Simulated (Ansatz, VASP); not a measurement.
# C: VASP beside Ansatz

```xyz
4
Lattice="2.4361 0.0000 0.0000 -1.2180 2.1097 0.0000 0.0000 0.0000 4.0945" Properties=species:S:1:pos:R:3 pbc="T T T"
C     0.0000    1.4065    0.0006
C     1.2180    0.7032    2.0479
C     0.0000    1.4065    1.5307
C     1.2180    0.7032    3.5780
```

Change from the starting cell: strained cell.

Alike in both runs: functional LDA; k mesh 9 × 9 × 6; occupations gaussian, width 0.02 eV; no spin polarisation.

Ansatz relaxed the structure, and its values are those at the end. VASP's run is a single point on that final structure, the one shown.

```csv
,VASP,Ansatz
version,VASP 6.6.1,Ansatz 0.2.0
potentials or method,"VASP PAW LDA potentials, release 64 (C)","scalar-relativistic, plane waves, PAW"
plane-wave cutoff (eV),520,420
valence electrons in the cell,16,16
```

```tsv
	VASP	Ansatz	Ansatz less VASP
gap on the k mesh at the Fermi level (eV)	2.77	2.79	+0.025
least direct gap on the mesh (eV)	5.13	5.14	+0.004
pressure (GPa)	26.6	24.6	-2.01
rms of the force components (eV/Å)	0.004	0.000	-0.0041
```

Ansatz warned: «pseudo_functional_mismatch».

Caveats: so large a pressure means that the cell lies far from this level's equilibrium, or that cutoff or potentials fall short (VASP); an odd mesh through Γ misses points on the zone boundary, where band edges often lie.
